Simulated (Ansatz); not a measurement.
The system is Sb.

```
CELL_PARAMETERS angstrom
3.35453 0.00000 0.00000
-1.67727 2.90511 0.00000
0.00000 0.00000 5.47016
ATOMIC_POSITIONS crystal
Sb 0.66667 0.33333 0.75000
Sb 0.33333 0.66667 0.25000
```

This isn't the form of Sb at room conditions, which is rhombohedral.

A run of Ansatz 0.2.0 on this cell left the log below. Logs are shortened: lines on timing, memory, paths and dates and some standing lists are left out, and cuts for length are marked.

```text
Warning: RAYON_NUM_THREADS=2 ignored (pool sized by the plan → 2); use --threads N
scf.n_extra_bands = 6 over 15 filled bands (N_el = 30.0): the run solves 21 bands
Engine: ansatz 0.2.0, aarch64-unknown-linux-gnu
Pseudopotentials: kind: paw
Pseudopotential: Sb, paw, valence charge 15, recommended cutoff 420 eV (normal), Sb.paw.azcp
Functional definition: revPBE
  parameter kappa = 1.245
  parameter beta = 0.06672455060314922
  exchange = pbe_x(kappa = kappa, mu = beta*pi^2/3)
  correlation = pbe_c(beta = beta)
Crystal: 2 atoms, lattice volume = 53.308 Å³
Basis set: ecut = 420 eV, 1087 PW (Γ), exchange–correlation on 48×48×80 points (8 copies of the dense FFT grid, shifted against one another)
Bands: 21, of which v1, the nominal top of the filled ones, is band 15 counted from 1 (14 counted from 0)
Symmetry: 24 space group operations
Space group: P63/mmc (ITA 194), of the structure as read, at distance tolerance 3.8e-5 Å
k-points: 36 of 405
Non-local potential: Sb, projectors of the file, l = 0: 2, l = 1: 2, l = 2: 2, l = 3: 2
PAW form: soft (Blöchl's): semilocal exchange-correlation on the pseudo side does not see the compensation charge
PAW frozen core: Sb, regenerated for the run's functional, and the local potential with it (the file was generated under x = pbe(κ = 0.804, μ = 0.2195149727645171), c = pbe(β = 0.06672455060314922))
PAW one-centre angular grid: Sb, 590 points (default); XC on 64 Gauss nodes
Initial density: superposition of atomic densities (neutral atoms: chi_scale 0, normalization atom), corrected by the library's trained network
Initial wavefunctions: pseudopotential atomic-orbital guess
Functional: x = revpbe(κ = 1.245, μ = 0.2195149727645171), c = pbe(β = 0.06672455060314922)
SCF iter   1: F=—  HF=-12980.752875 eV  |F-HF|=—  |Δ(HF+E_count)|=         —  Δρ=2.69e-3  dr2=1.95e-3  ethr=1.77e-3  ⟨swp⟩=6.9  Hψ=3917  notcnv=0
preconditioner: auto → Kerker (q_TF=auto, 2.479 Å⁻¹)  [metal: Δε(μ)=0.043 eV  Ē_g=10.304 eV  σ=0.050 eV  W_gap=0.21  n_scr=22 (ndim 8)  ℏωp=16.1 eV  f_vac=0.000  D(μ)=1.57/eV (n_scr^D=10)]
SCF iter   2: F=—  HF=-12980.751535 eV  |F-HF|=—  |Δ(HF+E_count)|=   1.34e-3  Δρ=1.25e-3  dr2=6.22e-4  ethr=6.50e-6  ⟨swp⟩=2.0  Hψ=1515  notcnv=0  defer=6
SCF iter   3: F=—  HF=-12980.751658 eV  |F-HF|=—  |Δ(HF+E_count)|=   1.22e-4  Δρ=5.78e-4  dr2=1.45e-4  ethr=2.07e-6  ⟨swp⟩=1.0  Hψ=718  notcnv=0  defer=6
SCF iter   4: F=—  HF=-12980.751682 eV  |F-HF|=—  |Δ(HF+E_count)|=   2.36e-5  Δρ=6.01e-5  dr2=1.75e-6  ethr=4.83e-7  ⟨swp⟩=2.0  Hψ=893  notcnv=0  defer=6
SCF iter   5: F=—  HF=-12980.751685 eV  |F-HF|=—  |Δ(HF+E_count)|=   3.68e-6  Δρ=1.70e-5  dr2=1.52e-7  ethr=5.82e-9  ⟨swp⟩=3.0  Hψ=1284  notcnv=0  defer=6
SCF iter   6: F=-12980.751685 eV  HF=-12980.751685 eV  |F-HF|=1.28e-9  |Δ(HF+E_count)|=   2.79e-8  Δρ=2.66e-6  dr2=3.95e-9  ethr=3.33e-10  ⟨swp⟩=11.0  Hψ=5299  notcnv=0
SCF 1 converged in 6 iterations: F = -12980.751685 eV  dr2 = 3.95e-9
  greatest PAW one-centre occupation: 0.995 electrons in one spin orbital (limit 2), on the Sb atom at site 1 (counted from 0), in its partial waves of l = 2
NSCF: frozen V_eff on 129 k-points
SCF converged after 6 iterations
Free energy (F): -12980.751685 eV
Harris-Foulkes:  -12980.751685 eV  (|F-HF|=1.28e-9)
Internal energy: -12980.739716 eV  (E = F + TS)
E sigma→0 (E₀):  -12980.745701 eV
Entropy (-TS):   -0.011969 eV (-5.985 meV/atom)
Fermi energy:    11.827412 eV
--- Per-component energies (eV) ---
  E_band       = -282.714005
  E_kinetic    = 412.700226
  E_local      = -2848.741145  (includes V_loc(G=0)·N_el)
  E_nonlocal   = 722.294904
  E_hartree    = 1304.378572
  E_xc         = -277.252763
  E_vxc        = -192.384656  (∫ρ·V_xc dr)
  E_paw        = -9161.531116  (= ΣΔE_a)
  E_vpaw       = -985.339687  (= ΣTr[D̂ρ^β])
  E_aug_tail   = -0.000003  (compensation charges beyond the density's cutoff)
  E_ewald      = -3132.574569
  E_core_change = -0.013823  (= ΣΔE_core)
  E_smearing   = -0.011969  (= −TS)
  E_closure    = -0.000000  (closes the sum)
  Σ components = -12980.751685   (vs F -12980.751685, Δ=0.00e0)
--- Forces (eV/Å), atoms counted from 1 ---
  atom   1  Sb    -0.00000000     0.00000000     0.00000000
  atom   2  Sb     0.00000000    -0.00000000     0.00000000
  max |Σ_I F_I| component: 0.00e0 eV/Å
--- Stress (GPa, compression-positive) ---
        2.516600      -0.000000       0.000000
        0.000000       2.516600       0.000000
        0.000000       0.000000       2.269686
  P = ⅓ Tr σ = 2.4343 GPa (24.343 kbar)
--- Band table (eV; the first three rows and the last of 36) ---
  k-point 0: bands = ["-17.4633", "-17.4540", "-17.4446", "-17.4446", "-17.4403", "-17.4403", "-17.4363", "-17.4363", "-17.3849", "-17.3849", "-1.0803", "2.7721", "6.0323", "15.5434", "15.5434", "17.2016", "17.2016", "17.4444", "19.7622", "20.9743", "22.3017"]
  k-point 1: bands = ["-17.4623", "-17.4548", "-17.4500", "-17.4500", "-17.4427", "-17.4427", "-17.4255", "-17.4255", "-17.3876", "-17.3876", "-0.8794", "1.9349", "7.2745", "15.6345", "15.6929", "15.6929", "17.0521", "17.0521", "19.9119", "21.2780", "21.9135"]
  k-point 2: bands = ["-17.4597", "-17.4569", "-17.4517", "-17.4517", "-17.4480", "-17.4480", "-17.4099", "-17.4099", "-17.3963", "-17.3963", "-0.2809", "0.6927", "9.7157", "12.6164", "16.1007", "16.1007", "16.6296", "16.6296", "20.3636", "21.1164", "21.7280"]
  k-point 35: bands = ["-17.4615", "-17.4615", "-17.4469", "-17.4183", "-17.4068", "-17.4065", "-17.4065", "-17.4026", "-17.3840", "-17.3840", "4.0593", "4.0593", "7.7330", "7.7330", "8.2207", "9.1539", "14.5689", "14.5689", "18.6301", "20.0352", "20.0352"]
```

Write the input and the command behind it.

Band structure with revPBE, no spin polarisation. The files as run (others can give the same):

input.yaml
```yaml
crystal:
  lattice:
    - [3.3545324186, 0.0, 0.0]
    - [-1.6772662093, 2.9051102923, 0.0]
    - [0.0, 0.0, 5.47016065]
  atoms:
    - { symbol: Sb, position: [0.6666666667, 0.3333333333, 0.75] }
    - { symbol: Sb, position: [0.3333333333, 0.6666666667, 0.25] }
hamiltonian:
  xc: revpbe
  pseudopotentials: { kind: paw }
kpoints:
  mp_grid: { grid: [9, 9, 5] }
  band_path:
    path:
      - [[0.0, 0.0, 0.0], [0.5, 0.0, 0.0], [0.3333333333, 0.3333333333, 0.0], [0.0, 0.0, 0.0], [0.0, 0.0, 0.5], [0.5, 0.0, 0.5], [0.3333333333, 0.3333333333, 0.5], [0.0, 0.0, 0.5]]
      - [[0.5, 0.0, 0.5], [0.5, 0.0, 0.0]]
      - [[0.3333333333, 0.3333333333, 0.0], [0.3333333333, 0.3333333333, 0.5]]
    npoints: 14
scf:
  occupations: { method: fermi_dirac, width: 0.05 }
  n_extra_bands: 6
output:
  forces: true
  stress: true
  eigenvalues: true
  fatbands: false
  write_density: true
  write_potential: true
  elf: true
  volumetric_format: npy
```

Potentials or basis: Ansatz PAW.
Launch:
```bash
$ ansatz run input.yaml --threads 2 --pin off --max-ram 5632MiB --backend cpu --events-out ev --progress --plain --runs-dir out
```

Caveat: spin-orbit coupling is left out, which moves the levels of the heavy elements; the PAW data sets come from PBE, with cores solved anew for the run's functional, which leaves a small shift of forces and pressure.
